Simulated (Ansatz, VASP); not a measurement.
## Two plane-wave programs on Ta

Contents of INCAR:

```
SYSTEM = Ta
PREC = Accurate
ENCUT = 520
EDIFF = 1E-6
ISMEAR = -1
SIGMA = 0.1
LREAL = .FALSE.
LASPH = .TRUE.
NELM = 80
ALGO = Normal
ISIF = 2
LWAVE = .FALSE.
LCHARG = .FALSE.
GGA = RE
NBANDS = 18
```

File KPOINTS:

```
regular mesh
0
G
  14 14 7
  0 0 0
```

Contents of POSCAR:

```
Ta
1.0
    3.0241921748      0.0000000000      0.0000000000
   -1.5120960874      2.6190272492      0.0000000000
    0.0000000000      0.0000000000      5.3675877290
Ta
2
Direct
    0.3333333333      0.6666666667      0.2500000000
    0.6666666667      0.3333333333      0.7500000000
```

Input for Ansatz:

```yaml
crystal:
  lattice:
    - [3.0241921748, 0.0, 0.0]
    - [-1.5120960874, 2.6190272492, 0.0]
    - [0.0, 0.0, 5.367587729]
  atoms:
    - { symbol: Ta, position: [0.3333333333, 0.6666666667, 0.25] }
    - { symbol: Ta, position: [0.6666666667, 0.3333333333, 0.75] }
hamiltonian:
  xc: revpbe
  pseudopotentials:
    kind: paw
    azcp:
      Ta: "pseudopotentials/Ta.paw.azcp"
basis:
  ecutwfc: 420
  fft_grid_basis: typed
kpoints:
  mp_grid: { grid: [14, 14, 7], shift: [0, 0, 0] }
magnetization:
  spin_polarized: false
scf:
  occupations: { method: fermi_dirac, width: 0.1 }
  lower_state_search: "off"
output:
  stress: true
```

Alike in both runs: task single point; functional revPBE; k mesh 14 × 14 × 7; occupations fermi-dirac, width 0.1 eV; no spin polarisation.

```csv
,VASP,Ansatz
version,VASP 6.6.1,Ansatz 0.2.0
potentials or method,"VASP PAW PBE potentials, release 64 (Ta_pv)","plane waves (420 eV) with PAW, scalar-relativistic"
plane-wave cutoff (eV),520,420
valence electrons in the cell,22,26
```

Ansatz gave:

| Item | Value |
| --- | --- |
| pressure (GPa) | -16.5 |
| largest component of the traceless stress (GPa) | 0.83 |

Problem. What did VASP give for the same quantities?

Solution. Pressure (GPa): -16.6; largest component of the traceless stress (GPa): 0.87.

The two sets of potentials don't hold the same shells in valence.

Caveats: so large a pressure means that the cell lies far from this level's equilibrium, or that cutoff or potentials fall short (VASP); the potentials were made for another functional, which shifts forces and pressure (VASP). The runs have no spin-orbit coupling, so splittings on Ta are missing.
